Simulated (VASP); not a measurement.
# ZrC: single point with PBE

The system is ZrC.

```
Zr C
1.0
     0.00000    2.35643    2.35643
     2.35643    0.00000    2.35643
     2.35643    2.35643    0.00000
Zr C
1 1
Direct
  0.00000 0.00000 0.00000
  0.50000 0.50000 0.50000
```

The cell is a database's computed one.

```json
{
 "Program": "VASP 6.6.1",
 "Task": "single point",
 "Functional": "PBE",
 "Potentials or basis": "VASP PAW PBE potentials, release 64 (Zr_sv, C)",
 "Cutoff": "520 eV",
 "k mesh": "6 × 6 × 6",
 "Occupations": "gaussian, width 0.1 eV",
 "Spin": "no spin polarisation",
 "Dipole correction": "no",
 "Further INCAR settings": "ALGO = Normal; EDIFF = 1e-07; NBANDS = 15"
}
```

| Property | Result |
| --- | --- |
| Pressure | -0.3 GPa |
| Band gap on the k mesh | none (metal or under the smearing width) |

Levels at points of the mesh, in eV from the Fermi level:
| k point | band 6 | band 7 | band 8 | band 9 | band 10 | band 11 |
| --- | --- | --- | --- | --- | --- | --- |
| (0.00, 0.00, 0.00) | 1.02 | 1.02 | 1.02 | 1.16 | 1.16 | 1.16 |
| (0.50, 0.00, 0.00) | -5.19 | -2.83 | -2.83 | 4.53 | 4.53 | 5.35 |
| (0.50, 0.50, 0.00) | -2.00 | -1.67 | 0.13 | 0.13 | 4.48 | 5.67 |

Run time: 9.8 s on 1 thread of AMD EPYC 7R13 Processor (Zen 3), with other jobs on the host, peak memory 0.12 GiB.

Caveat: the k mesh is coarse (spacing up to 0.38 Å⁻¹), so the values aren't converged.
